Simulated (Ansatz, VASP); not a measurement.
# HfN in VASP and in Ansatz

```
Hf N
1.0
     0.00000    2.25087    2.25087
     2.25087    0.00000    2.25087
     2.25087    2.25087    0.00000
Hf N
1 1
Direct
  0.00000 0.00000 0.00000
  0.50000 0.50000 0.50000
```

Alike in both runs: functional PBEsol; k mesh 16 × 16 × 16; occupations gaussian, width 0.1 eV; no spin polarisation.

Ansatz relaxed the structure, and its values are those at the end. VASP's run is a single point on that final structure, the one shown.

|  | VASP | Ansatz |
| --- | --- | --- |
| version | VASP 6.6.1 | Ansatz 0.2.0 |
| potentials or method | VASP PAW PBE potentials, release 64 (Hf_pv, N) | scalar-relativistic, plane waves, PAW |
| plane-wave cutoff (eV) | 520 | 420 |
| valence electrons in the cell | 15 | 31 |

```csv
,VASP,Ansatz,Ansatz less VASP
gap on the k mesh at the Fermi level (eV),none,none,-
pressure (GPa),-2.2,0.0,+2.18
```

A gap of «none» marks a metal or a gap that the smearing closes. With one functional, cell and mesh, what is left measures potentials, basis and numerics. The two sets of potentials don't hold the same shells in valence.

Caveats: the PAW data sets were made with another functional, which shifts forces and pressure a little (VASP). The runs have no spin-orbit coupling, so splittings on Hf are missing.
